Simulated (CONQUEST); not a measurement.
Sb in CONQUEST: convergence with smearing width

Input of the first run (smearing width 0.4 eV); the others differ in this setting and in those tied to it:

Contents of Conquest_input:

```
IO.Title Sb
IO.Coordinates coords.dat
IO.FractionalAtomicCoords T
IO.Iprint 2
IO.Iprint_init 1
General.NumberOfSpecies 1
General.PseudopotentialType hamann
AtomMove.TypeOfRun static
AtomMove.FullStress T
Grid.GridCutoff 120
DM.SolutionMethod diagon
Diag.MPMesh T
Diag.GammaCentred T
Diag.MPMeshX 4
Diag.MPMeshY 4
Diag.MPMeshZ 1
Diag.kT 0.01469973
minE.SCTolerance 1e-6
SC.MaxIters 100
IO.AtomChargeOutput T
SC.KerkerPreCondition T
SC.KerkerFactor 0.3
SC.LinearMixingFactor 0.3
%block ChemicalSpeciesLabel
1 121.750 Sb
%endblock
```

Contents of coords.dat:

```
    5.9715345538     0.0000000000     0.0000000000
    0.0000000000     5.9715345538     0.0000000000
    0.0000000000     0.0000000000    46.2604955308
4
  0.0000000000   0.0000000000   0.6936274510 1 T T T
  0.0000000000   0.0000000000   0.5645424840 1 T T T
  0.0000000000   0.0000000000   0.4354575160 1 T T T
  0.0000000000   0.0000000000   0.3063725490 1 T T T
```

Potentials or basis: PseudoDojo NC PBE, DZP, grid cutoff 120 Ha.

Run with:

```console
$ OMP_NUM_THREADS=1 Conquest
```

The slab is cut from a database's or a generator's crystal, which needn't be the stable form of the element.

Hardware: 1 thread of INTEL(R) XEON(R) PLATINUM 8581C CPU @ 2.30GHz (Emerald Rapids), on a shared host.

```
smearing width  energy less the tightest run, at zero smearing (meV/atom)  largest force (eV/Å)  SCF cycles  CPU time (s)  peak memory (GiB)
        0.4 eV                                                     -40.53                 0.648          23            43               0.82
        0.3 eV                                                     -29.14                 0.743          32            55               0.82
        0.2 eV                                                     -20.75                 0.826          35            59               0.82
        0.1 eV                                                     -11.15                 0.912          28            48               0.82
       0.05 eV                                                      -4.30                 1.016          31            52               0.82
      0.025 eV                                                      -1.64                 1.126          57            81               0.82
       0.01 eV                                                      -0.41                 1.183          54            79               0.82
      0.005 eV                                                       0.00                 1.191          45            68               0.82
```

Against the tightest run, the energy stays within 1 meV/atom from 0.01 eV on. Not settled before the last step: the largest force (to 0.005 eV/Å). Narrower smearing needs a denser k mesh, so at a fixed mesh the narrowest width isn't the most accurate. The tightest run that finished is the yardstick and may itself not be fully converged.

Caveat, for the tightest run too: the k mesh is coarse (spacing up to 0.50 Å⁻¹), so the values aren't converged; the basis of atomic orbitals isn't converged, which shifts pressures, moduli and gaps. Spin-orbit coupling is left out, which matters for the levels of Sb.
